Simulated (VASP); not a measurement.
Here is a VASP 6.6.1 calculation.

Contents of INCAR:

```
SYSTEM = Ru
ALGO = Normal ; EDIFF = 1E-7
ENCUT = 520 ; GGA = PE
ISIF = 2 ; ISMEAR = -1
LASPH = .True. ; LCHARG = .True.
LELF = .True. ; LREAL = .False.
LVHAR = .True. ; LWAVE = .False.
NBANDS = 13 ; NELM = 80
PREC = Accurate ; SIGMA = 0.05
```

Contents of KPOINTS:

```
k-points
0
Gamma
  12 12 12
  0 0 0
```

POSCAR

```
Ru
1.0
    0.0000000000      1.9150000000      1.9150000000
    1.9150000000      0.0000000000      1.9150000000
    1.9150000000      1.9150000000      0.0000000000
Ru
1
Direct
    0.0000000000      0.0000000000      0.0000000000
```

Potentials or basis: VASP PAW PBE potentials, release 64 (Ru_pv).

Launch:

```bash
$ cat potpaw_PBE.64/Ru_pv/POTCAR > POTCAR
$ mpirun -np 1 vasp_std > vasp.out
```

Predict the band gap on the k mesh.

none (metal or under the smearing width).

Estimate the pressure.

-4.8 GPa.
